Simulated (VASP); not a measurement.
Input of a VASP 6.6.1 run:

INCAR

```
ALGO = Normal
EDIFF = 1E-7
EDIFFG = -0.005
ENCUT = 600
GGA = PS
IBRION = 2
ISIF = 3
ISMEAR = 0
KPAR = 4
LASPH = True
LCHARG = False
LREAL = False
LWAVE = False
NELM = 80
NSW = 90
PREC = Accurate
SIGMA = 0.03
```

Contents of KPOINTS:

```
k-points
0
Gamma
  10 10 10
```

The input POSCAR:

```
Si                                      
1.0
    0.0000000000      2.7178477094      2.7178477094
    2.7178477094      0.0000000000      2.7178477094
    2.7178477094      2.7178477094      0.0000000000
  Si            
     2
Direct
     0.7500000000000000    0.7500000000000000    0.7500000000000000
     0.5000000000000000    0.5000000000000000    0.5000000000000000
```

Potentials or basis: VASP PAW PBE potentials, release 64 (Si).

Run with:

```bash
$ cat potpaw_PBE.64/Si/POTCAR > POTCAR
$ mpirun -np 4 vasp_std > vasp.out
```

(1) Predict the band gap on the k mesh.

## Answers

(1) 0.47 eV, indirect (least direct gap 2.52 eV).

Caveat: the relaxation stopped at its first step, so nothing moved.
